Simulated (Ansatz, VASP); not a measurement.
# Sb: VASP beside Ansatz

```
CELL_PARAMETERS angstrom
3.28746 0.00000 0.00000
-1.64373 2.84702 0.00000
0.00000 0.00000 6.16361
ATOMIC_POSITIONS crystal
Sb 0.00000 0.00000 0.24767
Sb 0.00000 0.00000 0.75233
```

Alike in both runs: functional PBE; k mesh 6 × 6 × 4; occupations gaussian, width 0.1 eV; no spin polarisation.

Ansatz relaxed the structure, and its values are those at the end. VASP's run is a single point on that final structure, the one shown.

```csv
,VASP,Ansatz
version,VASP 6.6.1,Ansatz 0.2.0
potentials or method,"VASP PAW PBE potentials, release 64 (Sb)","scalar-relativistic, plane waves, PAW"
plane-wave cutoff (eV),520,420
valence electrons in the cell,10,30
```

Ansatz gave:

```
gap on the k mesh at the Fermi level (eV) : none
pressure (GPa)                            : -0.1
rms of the force components (eV/Å)        : 0.003
```

What did VASP give for the same quantities?

gap on the k mesh at the Fermi level (eV): none; pressure (GPa): -0.1; rms of the force components (eV/Å): 0.004.

A gap of «none» marks a metal or a gap that the smearing closes. The functional is the same, so the differences come from potentials, cutoffs and numerics. The two sets of potentials don't hold the same shells in valence.

Caveats: the k mesh is coarse (spacing up to 0.37 Å⁻¹), so the values aren't converged. Spin-orbit coupling is left out, which matters for the levels of Sb.
